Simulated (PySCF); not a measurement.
**Isomerisation enthalpies of C3H6O2**

**Experimental background.**

From CRC Handbook of Chemistry and Physics, for the gas at 298.15 K: enthalpy of formation of `CCC(=O)O` (propionic acid) -455.7 kJ/mol; enthalpy of formation of `COC(C)=O` (methyl acetate) -413.3 kJ/mol; enthalpy of formation of `C1COCO1` (1,3-dioxolane) -298 kJ/mol.

The results are set against them at the end.

Differences of these values give the isomerisation enthalpies. Geometries: GFN2-xTB; runs in PySCF, gas phase, with a dispersion term only where the level names one. Total electronic energies (Eh):

| SMILES | PBE0/pcSseg-1 |
| --- | --- |
| CCC(=O)O | -268.07538 |
| COC(C)=O | -268.06017 |
| C1COCO1 | -268.01791 |

Geometry of `CCC(=O)O` (Å):
```
atom  x, y, z in Å
C1    -1.4427    0.2291    0.4119
C2    -0.1556   -0.5741    0.2931
C3     1.0154    0.2902   -0.0984
O4     0.9895    1.4719   -0.3050
O5     2.1446   -0.4306   -0.1956
H6    -2.2689   -0.4192    0.6912
H7    -1.3336    1.0063    1.1636
H8    -1.6754    0.7092   -0.5348
H9    -0.2501   -1.3607   -0.4587
H10    0.0948   -1.0596    1.2390
H11    2.8875    0.1403   -0.4473
```

Geometry of `COC(C)=O` (Å):
```
atom  x, y, z in Å
C1     1.8531    0.0149    0.0092
O2     0.5312    0.4560   -0.2675
C3    -0.4633   -0.3327    0.1627
C4    -1.8043    0.2627   -0.1740
O5    -0.2845   -1.3694    0.7429
H6     1.9763   -1.0251   -0.2989
H7     2.0629    0.0925    1.0780
H8     2.5160    0.6656   -0.5553
H9    -1.7409    0.8250   -1.1004
H10   -2.0956    0.9404    0.6263
H11   -2.5454   -0.5272   -0.2490
```

Geometry of `C1COCO1` (Å):
```
atom  x, y, z in Å
C1    -0.6304    0.8254   -0.2966
C2    -0.8553   -0.6474    0.1207
O3     0.4249   -1.2377    0.0130
C4     1.3349   -0.1796    0.0792
O5     0.7496    0.8941   -0.5962
H6    -1.1841    1.1096   -1.1922
H7    -0.8803    1.5109    0.5228
H8    -1.5315   -1.1853   -0.5448
H9    -1.2239   -0.7141    1.1520
H10    2.2630   -0.4641   -0.4200
H11    1.5385    0.0911    1.1360
```

Zero-point and thermal terms are left out, so the computed numbers are electronic energies.

**Comparison with experiment**

Relative to `CCC(=O)O`, the lowest by measurement, in kJ/mol (measured: enthalpies at 298.15 K; computed: electronic energies):

```
  SMILES  measured  PBE0/pcSseg-1
CCC(=O)O       0.0            0.0
COC(C)=O      42.4           40.0
 C1COCO1     157.7          150.9
```

Measured values: -455.7 kJ/mol (298.15 K; CRC Handbook of Chemistry and Physics) for the first row; the others come from the same table. Mean unsigned miss over the other isomers: PBE0/pcSseg-1 4.6 kJ/mol. One conformer stands for `CCC(=O)O` and `COC(C)=O`, not necessarily the lowest, while the measurement averages over conformers. Where a level misses, the cause wasn't examined.
